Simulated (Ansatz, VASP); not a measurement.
# One calculation of CdTe, two programs

```
Cd Te
1.0
     0.00000    3.24554    3.24554
     3.24554    0.00000    3.24554
     3.24554    3.24554    0.00000
Cd Te
1 1
Direct
  0.00000 0.00000 0.00000
  0.25000 0.25000 0.25000
```

Alike in both runs: functional PBEsol; k mesh 8 × 8 × 8; occupations gaussian, width 0.02 eV; no spin polarisation.

Ansatz relaxed the structure, and its values are those at the end. VASP's run is a single point on that final structure, the one shown.

|  | VASP | Ansatz |
| --- | --- | --- |
| version | VASP 6.6.1 | Ansatz 0.2.0 |
| potentials or method | VASP PAW PBE potentials, release 64 (Cd, Te) | scalar-relativistic, plane waves, PAW |
| plane-wave cutoff (eV) | 520 | 420 |
| valence electrons in the cell | 18 | 36 |

VASP gave:

- gap on the k mesh at the Fermi level (eV): 0.65
- least direct gap on the mesh (eV): 0.65
- pressure (GPa): 0.1

Task: What did Ansatz give for the same quantities?

Result: gap on the k mesh at the Fermi level (eV): 0.65; least direct gap on the mesh (eV): 0.65; pressure (GPa): 0.0.

The two sets of potentials don't hold the same shells in valence.

Caveats: the PAW data sets were made with another functional, which shifts forces and pressure a little (VASP); spin-orbit coupling is left out, which moves the levels of the heavy elements.
